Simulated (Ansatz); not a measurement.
Runs of Ansatz 0.2.0 on BN. The structure is cubic, space group F-43m (No. 216). The conventional cell has a = 3.626 Å, b = 3.626 Å, c = 3.626 Å, α = 90.00°, β = 90.00°, γ = 90.00°. N (site symmetry -43m) has 4 B at 1.57 Å as nearest neighbours. B (site symmetry -43m) has 4 N at 1.57 Å as nearest neighbours. The cell is a database's computed one.

| task | level | cell | smearing | gap on the mesh (eV) | pressure (GPa) | relaxed volume (Å³/atom) |
| --- | --- | --- | --- | --- | --- | --- |
| relaxation of cell and atoms | BLYP+D3(BJ) | relaxed | fermi-dirac 0.05 eV | 4.95 | 0.0 | (a) |
| relaxation of cell and atoms | BLYP+D4 | relaxed | fermi-dirac 0.05 eV | 4.95 | 0.0 | 5.88 |
| single point | PBE | as given | gaussian 0.029 eV | 4.54 | -0.4 | - |
| single point | PBE | as given | gaussian 0.03 eV | 4.54 | -0.4 | - |

Alike in all rows: potentials or basis Ansatz PAW; no spin polarisation; k mesh 13 × 13 × 13; cutoff (eV) 420.

Question: Estimate the missing entries.

Answer: (a) 5.89.

Caveats: odd divisions of the mesh miss points on the zone boundary, where band edges often lie, so the gap on the mesh can be too wide; the plane-wave basis is chosen anew once the cell has moved, so the energies of steps on either side of that aren't comparable (some runs); the PAW data sets come from PBE, with cores solved anew for the run's functional, which leaves a small shift of forces and pressure (some runs).

A k mesh can miss the band edges.
